Bonding attraction and short-range repulsion both weaken as atoms move apart, but the repulsion weakens faster. Let the repulsive energy scale as $d^{-4}$ and the attractive energy as $-d^{-2}$, where $d$ is the distance between neighbours. In a rocksalt crystal $d = V^{1/3}$, with $V$ the volume per atom, so the energy per atom is

$$E(V) = a\,V^{-4/3} - b\,V^{-2/3} + \text{constant}.$$

Pressure is minus the slope of this curve, $P = -\mathrm{d}E/\mathrm{d}V$, which gives

$$P = \tfrac{3}{2}B_0\left[\left(\frac{V_0}{V}\right)^{7/3} - \left(\frac{V_0}{V}\right)^{5/3}\right].$$

Here $V_0$ is the volume at which the pressure vanishes. The bulk modulus $B = -V\,\mathrm{d}P/\mathrm{d}V$ measures the resistance to a change of volume, and $B_0$ is its value at $V_0$. This is the second-order Birch equation. Its exponents are a simple choice that makes repulsion the steeper term, not a measured law of force.

The table follows tantalum nitride through seven sizes of the same cubic cell, computed with a density functional.

Rocksalt TaN at fixed cell sizes, computed with Ansatz 0.2.0 using the PBEsol functional, PAW and a 420 eV plane-wave cutoff, without spin polarization, on a 16×16×16 k mesh with 0.1 eV Gaussian smearing. Energies are for zero smearing, relative to the elements' standard crystals or gases in the same functional; pressure is positive in compression.

```csv
volume (Å³/atom),shortest distance (Å),energy over elements (eV/atom),pressure (GPa)
9.566,2.123,-0.940,39.48
9.614,2.126,-0.951,36.90
10.101,2.162,-1.027,14.00
10.139,2.164,-1.030,12.45
11.262,2.242,-0.985,-22.04
11.271,2.242,-0.983,-22.25
11.940,2.286,-0.862,-34.91
```

The pressure falls as the cell grows, but by less and less for each added bit of volume. Rows that lie close together show this best, because two neighbouring pressures give the local slope and hence the bulk modulus. Worked out with more digits than the table prints, it drops from 517 GPa for the most compressed pair to 254 GPa for the most stretched pair, with the pair near 10.1 Å³/atom in between at 414 GPa. The crystal thus loses half its stiffness while the Ta–N distance grows by only about 6%.

The scaling argument gives a simple account of this loss. The repulsive term curves the energy upwards and so stiffens the crystal, while the attractive term curves it downwards and softens it. On stretching, both terms fade, but the repulsive one fades faster, and the softening part takes a growing share of what remains. On squeezing, the balance shifts the other way.

Theory traces the repulsion to electron clouds that are pushed into each other. The exclusion principle forces the electrons into states of higher kinetic energy, and this cost climbs steeply as the atoms approach. The computed totals have the curvature that such a repulsion would produce, but they do not separate it from the attraction.

The row at 11.940 Å³/atom shows how the formula works. A fit of its two constants to the pressures of all seven rows, this one included, gives $V_0 = 10.49$ Å³/atom and $B_0 = 354$ GPa. The volume ratio is then $10.49/11.940 = 0.879$, and its powers $7/3$ and $5/3$ are 0.7393 and 0.8059. Hence

$$P \approx 1.5 \times 354 \times (0.7393 - 0.8059) \approx -35.4\ \text{GPa}.$$

The calculation gave −34.91 GPa; the negative sign means that the stretched cell pulls inwards.

A straight line of pressure against volume also has two constants, but its typical error is 4.1 GPa, against 0.33 GPa for the Birch curve. The Birch curve still bends slightly too little: it runs too low at both ends of the series and too high in the middle. Its form fixes the growth of the bulk modulus at 4 GPa for each GPa of pressure, at zero pressure. A third term frees this rate, which comes out near 4.4, and the typical error falls to about 0.02 GPa.

The energies carry the same asymmetry. Compare them with a parabola that has the same minimum and the same stiffness there. At 9.566 Å³/atom the crystal lies 0.103 eV/atom above its minimum, more than the parabola's 0.087. At 11.940 Å³/atom it lies 0.180 eV/atom above, less than the parabola's 0.228. Squeezing therefore costs more than a spring of constant stiffness would suggest, and stretching costs less.

The row of lowest energy, at 10.139 Å³/atom, looks like the resting state of the crystal but is not. Its pressure is still 12.45 GPa, so the energy must go on falling as the cell expands. The next row, at 11.262 Å³/atom, is already under tension, and the minimum lies between the two. The three-term curve places it near 10.47 Å³/atom, about 0.013 eV/atom below the lowest row. Near a minimum the energy is so flat that a small energy difference can hide a large pressure, which makes pressure the better guide to the resting volume.

For practical use, a bulk modulus of about 356 GPa at rest means that each GPa of uniform pressure shrinks the volume by roughly $1/356$, or 0.3%. This holds for small loads on a perfect crystal without thermal motion. It also presumes that the rocksalt form survives, which the negative energy over the elements does not guarantee. Nor does the equal stress along the three axes, which the cubic symmetry imposes. Hexagonal forms of TaN are known to be lower in energy, and harmonic calculations of the vibrations find the undistorted rocksalt form unstable. The output below gives the fits and the comparison of energies row by row.

Numerical output:

```
fit of pressure on 7 rows: constant 340.4 +/- 22, coefficient of vol -31.93 +/- 2.1; rms 4.07, worst 11.94 -5.9, leave-one-out rms 6.49
fit of pressure on 7 rows: coefficient of u7 593.6 +/- 3.2, coefficient of u5 -575 +/- 3.1; rms 0.326, worst 11.94 -0.527, leave-one-out rms 0.49
fit of pressure on 7 rows: coefficient of u9 201.7 +/- 7.1, coefficient of u7 204.1 +/- 14, coefficient of u5 -387.5 +/- 6.6; rms 0.0229, worst 11.271 0.0308, leave-one-out rms 0.0548
Row by row:
     row  stiffness from row before to this row (GPa)  line less computed (GPa)  two-term less computed (GPa)  energy above minimum (eV/atom)  same from pressure curve (eV/atom)  parabola (eV/atom)
   9.566                                          n/a                    -4.488                       -0.3144                          0.1025                               0.103             0.08741
   9.614                                          517                    -3.441                       -0.2346                         0.09154                             0.09157             0.07841
  10.101                                        463.4                     3.909                        0.3483                         0.01554                             0.01573             0.01473
  10.139                                        414.1                     4.245                        0.3682                         0.01254                              0.0126             0.01188
  11.262                                        328.5                     2.877                          0.17                         0.05754                             0.05785             0.06599
  11.271                                        253.8                       2.8                          0.17                         0.05954                             0.05909              0.0675
   11.94                                        219.9                    -5.902                       -0.5268                          0.1805                                0.18              0.2283
Volume at zero pressure from two-term curve (cubic angstrom per atom): 10.49
Bulk modulus at zero pressure from two-term curve (GPa): 354.1
Volume at zero pressure from three-term curve (cubic angstrom per atom): 10.47
Ta-N distance at zero pressure from three-term curve (angstrom): 2.188
Bulk modulus at zero pressure from three-term curve (GPa): 356.2
Pressure derivative of bulk modulus from three-term curve: 4.438
Energy over elements at the minimum (eV/atom): -1.043
Largest miss of energies from the pressure curve (meV/atom): 0.5785
Stiffness of most compressed close pair over most stretched close pair: 2.037
```
